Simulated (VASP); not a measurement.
# SnO (Romarchite) (P4/nmm) in VASP: further runs

The runs below take SnO (Romarchite) through relaxation of cell and atoms, with LDA, PBE+D3(BJ).

Program: VASP 6.6.1. These are calculated values, not measurements. Logs are shortened: lines on timing, memory, paths and dates and some standing lists are left out, and cuts for length are marked.

### 1 The structure

It takes space group P4/nmm (No. 129, tetragonal). The conventional cell has a = 3.768 Å, b = 3.768 Å, c = 4.634 Å, α = 90.00°, β = 90.00°, γ = 90.00°. Around Sn (site symmetry 4mm) lie 4 O at 2.21 Å. O (site symmetry -4m2) has 4 Sn at 2.21 Å as nearest neighbours.

### 2 Relaxation of cell and atoms, LDA

The input, INCAR:

```
  PREC = Accurate
  ENCUT = 600
  EDIFF = 1E-7
  ISMEAR = 0
  SIGMA = 0.03
  LREAL = False
  LASPH = True
  NELM = 80
  ALGO = Normal
  ISIF = 3
  LWAVE = False
  LCHARG = False
  IBRION = 2
  NSW = 90
  EDIFFG = -0.005
  KPAR = 2
```

The input, KPOINTS:

```
regular mesh
0
Gamma
  8 8 6
```

The input, POSCAR:

```
SnO                                     
1.0
    3.7676347665      0.0000000000      0.0000000000
    0.0000000000      3.7676347665      0.0000000000
    0.0000000000      0.0000000000      4.6340962480
  Sn              O             
     2     2
Direct
     0.5000000000000000    0.0000000000000000    0.2479354366317801
     0.0000000000000000    0.5000000000000000    0.7520645633682199
     0.0000000000000000    0.0000000000000000    0.0000000000000000
     0.5000000000000000    0.5000000000000000    0.0000000000000000
```

Potentials or basis: VASP PAW LDA potentials, release 64 (Sn_d, O).

Launch:

```sh
$ cat potpaw_LDA.64/Sn_d/POTCAR potpaw_LDA.64/O/POTCAR > POTCAR
$ mpirun -np 2 vasp_std > vasp.out
```

OUTCAR:

```text
PREC = Accurate
   ENCUT = 600
   EDIFF = 1E-7
   ISMEAR = 0
   LREAL = False
   LASPH = True
   NELM = 80
   ISIF = 3
   IBRION = 2
   NSW = 90
   EDIFFG = -0.005

 ion  position               nearest neighbor table
   1  0.500  0.000  0.248-   3 2.21   4 2.21   4 2.21   3 2.21   2 3.52   2 3.52   2 3.52   2 3.52
                             2 3.54   2 3.54   2 3.54   2 3.54
   2  0.000  0.500  0.752-   3 2.21   4 2.21   3 2.21   4 2.21   1 3.52   1 3.52   1 3.52   1 3.52
                             1 3.54   1 3.54   1 3.54   1 3.54
   3  0.000  0.000  0.000-   1 2.21   2 2.21   2 2.21   1 2.21
   4  0.500  0.500  0.000-   1 2.21   2 2.21   1 2.21   2 2.21

  LATTYP: Found a simple tetragonal cell.
 ALAT       =     3.7676347665
 C/A-ratio  =     1.2299749140

  Lattice vectors:

 A1 = (   3.7676347665,   0.0000000000,   0.0000000000)
 A2 = (   0.0000000000,   3.7676347665,   0.0000000000)
 A3 = (   0.0000000000,   0.0000000000,   4.6340962480)

Analysis of symmetry for initial positions (statically):
=====================================================================
 Subroutine PRICEL returns:
 Original cell was already a primitive cell.

 Routine SETGRP: Setting up the symmetry group for a
 simple tetragonal supercell.

 Subroutine GETGRP returns: Found 16 space group operations
 (whereof  8 operations were pure point group operations)
 out of a pool of 16 trial point group operations.

The static configuration has the point symmetry D_2d.
 The point group associated with its full space group is D_4h.

Analysis of symmetry for dynamics (positions and initial velocities):
=====================================================================
 Subroutine PRICEL returns:
 Original cell was already a primitive cell.

 Routine SETGRP: Setting up the symmetry group for a
 simple tetragonal supercell.

 Subroutine GETGRP returns: Found 16 space group operations
 (whereof  8 operations were pure point group operations)
 out of a pool of 16 trial point group operations.

The dynamic configuration has the point symmetry D_2d.
 The point group associated with its full space group is D_4h.

 Subroutine INISYM returns: Found 16 space group operations
 (whereof  8 operations are pure point group operations),
 and found     1 'primitive' translations

----------------------------------------------------------------------------------------

                                     Primitive cell

  volume of cell :      65.7813

  direct lattice vectors                    reciprocal lattice vectors
     3.767634767  0.000000000  0.000000000     0.265418508  0.000000000  0.000000000
     0.000000000  3.767634767  0.000000000     0.000000000  0.265418508  0.000000000
     0.000000000  0.000000000  4.634096248     0.000000000  0.000000000  0.215791806

  length of vectors
     3.767634767  3.767634767  4.634096248     0.265418508  0.265418508  0.215791806

  position of ions in fractional coordinates (direct lattice)
     0.500000000  0.000000000  0.247935437
     0.000000000  0.500000000  0.752064563
     0.000000000  0.000000000  0.000000000
     0.500000000  0.500000000  0.000000000

  ion indices of the primitive-cell ions
   primitive index   ion index
                 1           1
                 2           2
                 3           3
                 4           4

----------------------------------------------------------------------------------------

 KPOINTS: regular mesh

Automatic generation of k-mesh.
 Grid dimensions read from file:
 generate k-points for:    8    8    6

 Generating k-lattice:

  Cartesian coordinates                     Fractional coordinates (reciprocal lattice)
     0.033177314  0.000000000  0.000000000     0.125000000  0.000000000  0.000000000
     0.000000000  0.033177314  0.000000000     0.000000000  0.125000000  0.000000000
     0.000000000  0.000000000  0.035965301     0.000000000  0.000000000  0.166666667

  Length of vectors
     0.033177314  0.033177314  0.035965301

  Shift w.r.t. Gamma in fractional coordinates (k-lattice)
     0.000000000  0.000000000  0.000000000

 Subroutine IBZKPT returns following result:
 ===========================================

 Found     60 irreducible k-points:

 Following reciprocal coordinates:
            Coordinates               Weight
  0.000000  0.000000  0.000000      1.000000
  0.125000  0.000000  0.000000      4.000000
  0.250000  0.000000  0.000000      4.000000
  0.375000  0.000000  0.000000      4.000000
  0.500000  0.000000  0.000000      2.000000
  0.125000  0.125000  0.000000      4.000000
[... 16 lines left out ...]
  0.375000  0.125000  0.166667     16.000000
  0.500000  0.125000  0.166667      8.000000
 [... further k-points ...]
   k-points           NKPTS =     60   k-points in BZ     NKDIM =     60   number of bands    NBANDS=     24
   number of dos      NEDOS =    301   number of ions     NIONS =      4
   total plane-waves  NPLWV =  36000
   dimension x,y,z NGX =    30 NGY =   30 NGZ =   40
   dimension x,y,z NGXF=    60 NGYF=   60 NGZF=   80
   ions per type =               2   2
   NGX,Y,Z   is equivalent  to a cutoff of  13.24, 13.24, 14.35 a.u.
   NGXF,Y,Z  is equivalent  to a cutoff of  26.47, 26.47, 28.70 a.u.
 SYSTEM =  unknown system
   PREC   = accura    normal or accurate (medium, high low for compatibility)
   ISTART =      0    job   : 0-new  1-cont  2-samecut
   ICHARG =      2    charge: 1-file 2-atom 10-const
   ISPIN  =      1    spin polarized calculation?
   LNONCOLLINEAR =      F non collinear calculations
   LSORBIT =      F    spin-orbit coupling
   LASPH  =      T    aspherical Exc in radial PAW
   ENCUT  =  600.0 eV  44.10 Ry    6.64 a.u.   7.52  7.52  9.26*2*pi/ulx,y,z
   NELM   =     80;   NELMIN=  2; NELMDL= -5     # of ELM steps
   EDIFF  = 0.1E-06   stopping-criterion for ELM
   LREAL  =      F    real-space projection
   EDIFFG = -.5E-02   stopping-criterion for IOM
   NSW    =     90    number of steps for IOM
   IBRION =      2    ionic relax: 0-MD 1-quasi-New 2-CG
   NFREE  =      1    steps in history (QN), initial steepest desc. (CG)
   ISIF   =      3    stress and relaxation
   ISYM   =      2    0-nonsym 1-usesym 2-fastsym
   POTIM  = 0.5000    time-step for ionic-motion
   TEBEG  =    0.0;   TEEND  =   0.0 temperature during run
   PSTRESS=    0.0 pullay stress
   NELECT =      40.0000    total number of electrons
   NUPDOWN=      -1.0000    fix difference up-down
   EMIN   =  10.00;   EMAX   =-10.00  energy-range for DOS
   EFERMI =   0.00;   METHOD = LEGACY
   ISMEAR =     0;   SIGMA  =   0.03  broadening in eV -4-tet -1-fermi 0-gaus
   EFERMI_NEDOS =   21; number of points for ismear=-14 and -15
   IALGO  =     38    algorithm
   IMIX   =      4    mixing-type and parameters
     AMIX     =   0.40;   BMIX     =  1.00
     AMIX_MAG =   1.60;   BMIX_MAG =  1.00
  volume/ion in A,a.u.               =      16.45       110.98
  Fermi-wavevector in a.u.,A,eV,Ry     =   1.386949  2.620954 26.172556  1.923629
  Thomas-Fermi vector in A             =   2.511217
   LORBIT       =      0    0 simple, 1 ext, 2 COOP (PROOUT), +10 PAW based schemes
   GGA     = CA    functional components
   LHFCALC =     F    Hartree Fock is set to
   AEXX    =    0.0000 exact exchange contribution
   IVDW    =     0    specifies the selected vdW correction
   LEPSILON=     F    determine dielectric tensor
   LRPA    =     F    only Hartree local field effects (RPA)
 conjugate gradient relaxation of ions
 non-spin polarized calculation
 Gauss-broadening in eV      SIGMA  =   0.03
  energy-cutoff  :      600.00
  volume of cell :       65.78
 maximum number of plane-waves:      2215
   NGX = 15   NGY = 15   NGZ = 19

 number of electron      40.0000010 magnetization

 Free energy of the ion-electron system (eV)
  ---------------------------------------------------
  ext. energy  EPLUGINS =         0.00000000
  ---------------------------------------------------
  free energy    TOTEN  =       -25.73796956 eV

  energy without entropy =      -25.73771550  energy(sigma->0) =      -25.73784253

 E-fermi :   7.6604     XC(G=0): -11.0190

 val. band max:        7.6536883685   @ k =   0.1250   0.0000   0.0000
 cond. band min:       7.8686838803   @ k =   0.5000   0.5000   0.1667
 fundamental gap:      0.2149955118
 Fermi energy:         7.6604407856

 k-point     1 :       0.0000    0.0000    0.0000
  band No.  band energies     occupation
      1     -14.3680      2.00000
      2     -13.9073      2.00000
      3     -13.9073      2.00000
      4     -13.8875      2.00000
      5     -13.8449      2.00000
      6     -13.8398      2.00000
[... 16 lines left out ...]
     23      12.1150      0.00000
     24      12.3820      0.00000

 k-point     2 :       0.1250    0.0000    0.0000
  band No.  band energies     occupation
      1     -14.3586      2.00000
      2     -13.9038      2.00000
      3     -13.9015      2.00000
      4     -13.8882      2.00000
      5     -13.8404      2.00000
      6     -13.8375      2.00000
[... 16 lines left out ...]
     23      12.2187      0.00000
     24      12.7748      0.00000

 k-point     3 :       0.2500    0.0000    0.0000
  band No.  band energies     occupation
      1     -14.3325      2.00000
      2     -13.9959      2.00000
      3     -13.8929      2.00000
      4     -13.8854      2.00000
      5     -13.8545      2.00000
      6     -13.8412      2.00000
[... 16 lines left out ...]
     23      12.5195      0.00000
     24      12.7456      0.00000
[... 514 lines left out ...]
 k-point    23 :       0.3750    0.1250    0.1667
  band No.  band energies     occupation
      1     -14.2957      2.00000
      2     -14.1584      2.00000
      3     -13.8852      2.00000
      4     -13.8647      2.00000
      5     -13.8528      2.00000
      6     -13.8335      2.00000
[... 16 lines left out ...]
     23      11.9512      0.00000
     24      13.0725      0.00000

 k-point    24 :       0.5000    0.1250    0.1667
  band No.  band energies     occupation
      1     -14.2431      2.00000
      2     -14.2431      2.00000
      3     -13.8717      2.00000
      4     -13.8717      2.00000
      5     -13.8428      2.00000
      6     -13.8428      2.00000
[... 16 lines left out ...]
     23      12.6376      0.00000
     24      12.6376      0.00000

 [... further k-points ...]

------------------------ aborting loop because EDIFF is reached ----------------------------------------

  FORCE on cell =-STRESS in cart. coord.  units (eV):
  Direction    XX          YY          ZZ          XY          YZ          ZX
  --------------------------------------------------------------------------------------
  -------------------------------------------------------------------------------------
  Total        0.0016640      0.0016640      0.0059395      0.0000000      0.0000000      0.0000000
  in kB        0.0405289      0.0405289      0.1446624      0.0000000      0.0000000      0.0000000
  external PRESSURE =       0.0752401 kB  Pullay stress =       0.0000000 kB

 VOLUME and BASIS-vectors are now :
 -----------------------------------------------------------------------------
  energy-cutoff  :      600.00
  volume of cell :       65.78
      direct lattice vectors                 reciprocal lattice vectors
     3.767634767  0.000000000  0.000000000     0.265418508  0.000000000  0.000000000
     0.000000000  3.767634767  0.000000000     0.000000000  0.265418508  0.000000000
     0.000000000  0.000000000  4.634096248     0.000000000  0.000000000  0.215791806

 POSITION                                       TOTAL-FORCE (eV/Angst)
 -----------------------------------------------------------------------------------
      1.88382      0.00000      1.14896        -0.000000      0.000000     -0.000511
      0.00000      1.88382      3.48514         0.000000      0.000000      0.000511
      0.00000      0.00000      0.00000         0.000000      0.000000      0.000000
      1.88382      1.88382      0.00000         0.000000     -0.000000      0.000000
 -----------------------------------------------------------------------------------
    total drift:                                0.000000      0.000000      0.000000

  FREE ENERGIE OF THE ION-ELECTRON SYSTEM (eV)
  ---------------------------------------------------
  free  energy   TOTEN  =       -25.7379695624 eV

  energy  without entropy=      -25.7377155019  energy(sigma->0) =      -25.73784253

 reached required accuracy - stopping structural energy minimisation
```

Run time: 50 s. Hardware: 2 MPI ranks of Intel Xeon Platinum 8259CL at 2.50GHz (Skylake/Cascade Lake), shared host; peak memory 0.22 GiB.

What came out:

* Free energy: -25.7380 eV
* Pressure after relaxing: 0.0 GPa
* Band gap on the k mesh: none (metal or under the smearing width)

Final structure:
```xyz
4
Lattice="3.7676 0.0000 0.0000 0.0000 3.7676 0.0000 0.0000 0.0000 4.6341" Properties=species:S:1:pos:R:3 pbc="T T T"
Sn    1.8838    0.0000    1.1490
Sn    0.0000    1.8838    3.4851
O     0.0000    0.0000    0.0000
O     1.8838    1.8838    0.0000
```

Caveat: the relaxation stopped at its first step, so nothing moved.

(Continued in part 2 of 2.)
